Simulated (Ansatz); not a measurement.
# 96-atom supercell of fluorite CdF2

What do PBEsol, HSE06 and r²SCAN give for the perfect crystal in this cell, and at what cost?

Program: Ansatz 0.2.0, PAW, plane waves. These are calculated values, not measurements.

### Step 1. The system as built

96 atoms (64 F, 32 Cd); a = 10.767 Å, b = 10.767 Å, c = 10.767 Å, α = 90.00°, β = 90.00°, γ = 90.00°.

Steps to follow: (2) PBEsol single point at the Γ point alone, on 1 × NVIDIA GB300 Max-Q with 8 threads of Arm Neoverse-V2; (3) HSE06 single point at the Γ point alone, on 1 × NVIDIA GB300 Max-Q with 8 threads of Arm Neoverse-V2; (4) r²SCAN single point at the Γ point alone, on 1 × NVIDIA GB300 Max-Q with 8 threads of Arm Neoverse-V2.

### Step 2. PBEsol single point

in.yaml

```yaml
crystal:
  lattice:
    - [10.767338, 0.000000, 0.000000]
    - [0.000000, 10.767338, 0.000000]
    - [0.000000, 0.000000, 10.767338]
  atoms:
    - { symbol: F, position: [0.375000, 0.125000, 0.125000] }
    - { symbol: F, position: [0.375000, 0.125000, 0.625000] }
    - { symbol: F, position: [0.375000, 0.625000, 0.125000] }
    - { symbol: F, position: [0.375000, 0.625000, 0.625000] }
    - { symbol: F, position: [0.875000, 0.125000, 0.125000] }
    - { symbol: F, position: [0.875000, 0.125000, 0.625000] }
    - { symbol: F, position: [0.875000, 0.625000, 0.125000] }
    - { symbol: F, position: [0.875000, 0.625000, 0.625000] }
    - { symbol: F, position: [0.125000, 0.375000, 0.125000] }
    - { symbol: F, position: [0.125000, 0.375000, 0.625000] }
    - { symbol: F, position: [0.125000, 0.875000, 0.125000] }
    - { symbol: F, position: [0.125000, 0.875000, 0.625000] }
    - { symbol: F, position: [0.625000, 0.375000, 0.125000] }
    - { symbol: F, position: [0.625000, 0.375000, 0.625000] }
    - { symbol: F, position: [0.625000, 0.875000, 0.125000] }
    - { symbol: F, position: [0.625000, 0.875000, 0.625000] }
    - { symbol: F, position: [0.125000, 0.125000, 0.375000] }
    - { symbol: F, position: [0.125000, 0.125000, 0.875000] }
    - { symbol: F, position: [0.125000, 0.625000, 0.375000] }
    - { symbol: F, position: [0.125000, 0.625000, 0.875000] }
    - { symbol: F, position: [0.625000, 0.125000, 0.375000] }
    - { symbol: F, position: [0.625000, 0.125000, 0.875000] }
    - { symbol: F, position: [0.625000, 0.625000, 0.375000] }
    - { symbol: F, position: [0.625000, 0.625000, 0.875000] }
    - { symbol: F, position: [0.125000, 0.125000, 0.125000] }
    - { symbol: F, position: [0.125000, 0.125000, 0.625000] }
    - { symbol: F, position: [0.125000, 0.625000, 0.125000] }
    - { symbol: F, position: [0.125000, 0.625000, 0.625000] }
    - { symbol: F, position: [0.625000, 0.125000, 0.125000] }
    - { symbol: F, position: [0.625000, 0.125000, 0.625000] }
    - { symbol: F, position: [0.625000, 0.625000, 0.125000] }
    - { symbol: F, position: [0.625000, 0.625000, 0.625000] }
    - { symbol: F, position: [0.375000, 0.375000, 0.375000] }
    - { symbol: F, position: [0.375000, 0.375000, 0.875000] }
    - { symbol: F, position: [0.375000, 0.875000, 0.375000] }
    - { symbol: F, position: [0.375000, 0.875000, 0.875000] }
    - { symbol: F, position: [0.875000, 0.375000, 0.375000] }
    - { symbol: F, position: [0.875000, 0.375000, 0.875000] }
    - { symbol: F, position: [0.875000, 0.875000, 0.375000] }
    - { symbol: F, position: [0.875000, 0.875000, 0.875000] }
    - { symbol: F, position: [0.375000, 0.375000, 0.125000] }
    - { symbol: F, position: [0.375000, 0.375000, 0.625000] }
    - { symbol: F, position: [0.375000, 0.875000, 0.125000] }
    - { symbol: F, position: [0.375000, 0.875000, 0.625000] }
    - { symbol: F, position: [0.875000, 0.375000, 0.125000] }
    - { symbol: F, position: [0.875000, 0.375000, 0.625000] }
    - { symbol: F, position: [0.875000, 0.875000, 0.125000] }
    - { symbol: F, position: [0.875000, 0.875000, 0.625000] }
    - { symbol: F, position: [0.375000, 0.125000, 0.375000] }
    - { symbol: F, position: [0.375000, 0.125000, 0.875000] }
    - { symbol: F, position: [0.375000, 0.625000, 0.375000] }
    - { symbol: F, position: [0.375000, 0.625000, 0.875000] }
    - { symbol: F, position: [0.875000, 0.125000, 0.375000] }
    - { symbol: F, position: [0.875000, 0.125000, 0.875000] }
    - { symbol: F, position: [0.875000, 0.625000, 0.375000] }
    - { symbol: F, position: [0.875000, 0.625000, 0.875000] }
    - { symbol: F, position: [0.125000, 0.375000, 0.375000] }
    - { symbol: F, position: [0.125000, 0.375000, 0.875000] }
    - { symbol: F, position: [0.125000, 0.875000, 0.375000] }
    - { symbol: F, position: [0.125000, 0.875000, 0.875000] }
    - { symbol: F, position: [0.625000, 0.375000, 0.375000] }
    - { symbol: F, position: [0.625000, 0.375000, 0.875000] }
    - { symbol: F, position: [0.625000, 0.875000, 0.375000] }
    - { symbol: F, position: [0.625000, 0.875000, 0.875000] }
    - { symbol: Cd, position: [0.000000, 0.000000, 0.000000] }
    - { symbol: Cd, position: [0.000000, 0.000000, 0.500000] }
    - { symbol: Cd, position: [0.000000, 0.500000, 0.000000] }
    - { symbol: Cd, position: [0.000000, 0.500000, 0.500000] }
    - { symbol: Cd, position: [0.500000, 0.000000, 0.000000] }
    - { symbol: Cd, position: [0.500000, 0.000000, 0.500000] }
    - { symbol: Cd, position: [0.500000, 0.500000, 0.000000] }
    - { symbol: Cd, position: [0.500000, 0.500000, 0.500000] }
    - { symbol: Cd, position: [0.250000, 0.250000, 0.000000] }
    - { symbol: Cd, position: [0.250000, 0.250000, 0.500000] }
    - { symbol: Cd, position: [0.250000, 0.750000, 0.000000] }
    - { symbol: Cd, position: [0.250000, 0.750000, 0.500000] }
    - { symbol: Cd, position: [0.750000, 0.250000, 0.000000] }
    - { symbol: Cd, position: [0.750000, 0.250000, 0.500000] }
    - { symbol: Cd, position: [0.750000, 0.750000, 0.000000] }
    - { symbol: Cd, position: [0.750000, 0.750000, 0.500000] }
    - { symbol: Cd, position: [0.250000, 0.000000, 0.250000] }
    - { symbol: Cd, position: [0.250000, 0.000000, 0.750000] }
    - { symbol: Cd, position: [0.250000, 0.500000, 0.250000] }
    - { symbol: Cd, position: [0.250000, 0.500000, 0.750000] }
    - { symbol: Cd, position: [0.750000, 0.000000, 0.250000] }
    - { symbol: Cd, position: [0.750000, 0.000000, 0.750000] }
    - { symbol: Cd, position: [0.750000, 0.500000, 0.250000] }
    - { symbol: Cd, position: [0.750000, 0.500000, 0.750000] }
    - { symbol: Cd, position: [0.000000, 0.250000, 0.250000] }
    - { symbol: Cd, position: [0.000000, 0.250000, 0.750000] }
    - { symbol: Cd, position: [0.000000, 0.750000, 0.250000] }
    - { symbol: Cd, position: [0.000000, 0.750000, 0.750000] }
    - { symbol: Cd, position: [0.500000, 0.250000, 0.250000] }
    - { symbol: Cd, position: [0.500000, 0.250000, 0.750000] }
    - { symbol: Cd, position: [0.500000, 0.750000, 0.250000] }
    - { symbol: Cd, position: [0.500000, 0.750000, 0.750000] }
kpoints:
  mp_grid: { grid: [1, 1, 1] }
hamiltonian:
  xc: pbesol
scf:
  occupations: { method: fermi_dirac, width: 0.01 }
output:
  forces: true
  eigenvalues: true
  stress: true
  populations: true
  eigenstates: { kpoints: [[0, 0, 0]], e_range: [-6.0, 6.0], localisation: true }
```

Run with:

```sh
$ ansatz run in.yaml --threads 8 --pin off --max-ram 118750MiB --runs-dir r --events-out ev --progress --plain --backend cuda --devices 0,
```

### Step 3. HSE06 on the same atoms

in.yaml, as its differences from that of step 2:

```diff
@@ -105,3 +105,3 @@
 hamiltonian:
-  xc: pbesol
+  xc: hse06
 scf:
@@ -111,3 +111,2 @@
   eigenvalues: true
-  stress: true
   populations: true
```

### Step 4. r²SCAN single point

in.yaml, as its differences from that of step 3:

```diff
@@ -105,3 +105,3 @@
 hamiltonian:
-  xc: hse06
+  xc: r2scan
 scf:
```

What does the calculation give? Wanted: for each run, top filled to lowest empty; energy; pressure.

The runs gave:

```
 level         time  top filled to lowest empty (eV)  energy (eV/atom)  pressure (GPa)
PBEsol    4 s (GPU)                             2.93        -3261.9490            0.08
 HSE06   62 s (GPU)                             5.22        -3291.8578               -
r²SCAN  5.5 s (GPU)                             3.80        -3296.4554               -
```

**What this shows.** At the same k points, PBEsol gives a spacing 2.29 eV smaller and r²SCAN gives a spacing 1.43 eV smaller than the 5.22 eV of HSE06. Exact exchange costs time: HSE06 ran about 15 times as long as PBEsol on the same kind of device. With one k point the spacing samples only the states that fold onto it, so it can exceed the gap over the zone.
